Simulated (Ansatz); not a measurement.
**Al under pressure: fit and missing row**

Al, P6_3/mmc, a = 2.822 Å, c = 9.262 Å. This isn't the element's structure at ambient conditions. Ansatz: r2SCAN, PAW, 500 eV, Γ-centred 18×18×6 mesh on 4 atoms, Gaussian smearing 0.10 eV; no spin polarisation. Cell and atoms are relaxed at each pressure, and no other structure is tried, so the rows at high pressure may lie past a change of phase.

| V (Å³/atom) | P (GPa) |
| --- | --- |
| 12.370 | 40.00 |
| 13.656 | 20.00 |
| 14.598 | 9.94 |
| ? | 4.96 |
| 15.631 | 2.05 |
| 15.972 | 0.00 |
| 16.347 | -2.00 |

Problem. Take V0 = 15.972 Å³/atom, fit the third-order Birch–Murnaghan form to the other rows, and predict the missing volume.

Solution. With the Eulerian strain f = ½[(V0/V)^(2/3) − 1] and y = P/[3f(1 + 2f)^(5/2)], the form is the line y = B0 + 1.5 B0 (B0′ − 4) f. Rows (f, y): 0.09287, 93.8; 0.05504, 93.3; 0.03090, 92.3; 0.00725, 90.9; -0.00768, 90.2. Means f = 0.03568, y = 92.100; Σ(Δf)² = 0.006357, ΣΔfΔy = 0.2360; the slope is their ratio. y = 90.78 + 37.13 f GPa, so B0 = 90.8 GPa and B0′ = 4 + 2 × (37.13)/(3 × 90.78) = 4.27. P = 4.96 GPa is met at f = 0.01667 (y = 91.40), so V = V0 (1 + 2f)^(−3/2) = 15.205 Å³/atom. The run gave 15.206 Å³/atom, so the fit is 0.001 Å³/atom too low, within the rms miss on the fitted rows (0.006 Å³/atom).